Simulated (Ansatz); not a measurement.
# BAs: all-electron results

```
B As
1.0
     0.00000    2.38850    2.38850
     2.38850    0.00000    2.38850
     2.38850    2.38850    0.00000
B As
1 1
Direct
  0.00000 0.00000 0.00000
  0.75000 0.75000 0.75000
```

Atoms are numbered in the order listed.

The geometry is COD entry 9008833, unchecked; take it as a test cell.

Levels of theory: DFT, LDA, all-electron LAPW, scalar-relativistic (Ansatz 0.2.0); DFT, LDA, PAW with Ansatz's default frozen-core files, scalar-relativistic (Ansatz 0.2.0).

For LAPW: a Γ-centred 15×15×15 k mesh, Fermi–Dirac smearing of 0.03 eV, basis error target 0.25 meV/atom, no spin polarisation. PAW takes a cutoff of 420 eV at this cell (files made with PBE, cores remade for this functional). The Ansatz runs share mesh, smearing and spin set-up. Values come from LAPW unless marked.

* Löwdin charges (with 0.04 e of the cell spilling out of the atomic basis, so their sizes and signs hang on that basis): B1 -0.58, As2 0.61 e
* Bader charges (from the PAW run): B1 +0.16, As2 -0.16 e
* Volume per atom: 92.0 bohr³

(1) Give the computed value. Pressure at this cell.

(2) Smallest direct gap on the path: what does the calculation give?

(3) Band gap: what does the calculation give?

Results:

(1) -39.2 kbar.

(2) 3.25 eV.

(3) 1.13 eV, indirect from Γ to the line Γ–X (-0.5, -0.5, 0).
